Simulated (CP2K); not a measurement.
HfO2:

```
CELL_PARAMETERS angstrom
3.61685 0.00000 0.00000
1.80843 3.13229 0.00000
1.80843 1.04410 2.95315
ATOMIC_POSITIONS crystal
Hf 0.00000 0.00000 0.00000
O 0.75000 0.75000 0.75000
O 0.25000 0.25000 0.25000
```

Measurements of this composition are mostly on another form, of space group No. 14.

Base run:

| Item | Value |
| --- | --- |
| Program | CP2K 2026.2 |
| Functional | PBE |
| Potentials or basis | POTENTIAL_UZH Hf GTH-PBE-q12, O GTH-PBE-q6; TZVP-MOLOPT-PBE-GTH basis |
| Density cutoff | 8163 eV |
| k mesh | 9 × 9 × 9 |
| Occupations | fermi-dirac, width 0.01 eV |
| Spin | no spin polarisation |

Its results: band gap on the k mesh 4.00 eV, indirect (least direct gap 4.10 eV).

The run is repeated on the same cell with these changes: functional from PBE to TB-mBJ; density cutoff from 8163 eV to 11565 eV; cutoff of the grids from 600 Ry to 850 Ry. What comes out?

Band gap on the k mesh 4.25 eV, indirect (least direct gap 4.42 eV).

Caveats: spin-orbit coupling is left out, which moves the levels of the heavy elements; the basis of atomic orbitals isn't converged, which shifts pressures, moduli and gaps; the mesh misses the band edges, which the band path finds closer together (some runs); this is a model potential without an energy functional, so only levels have meaning (some runs).

Not every run made on this cell is shown here.
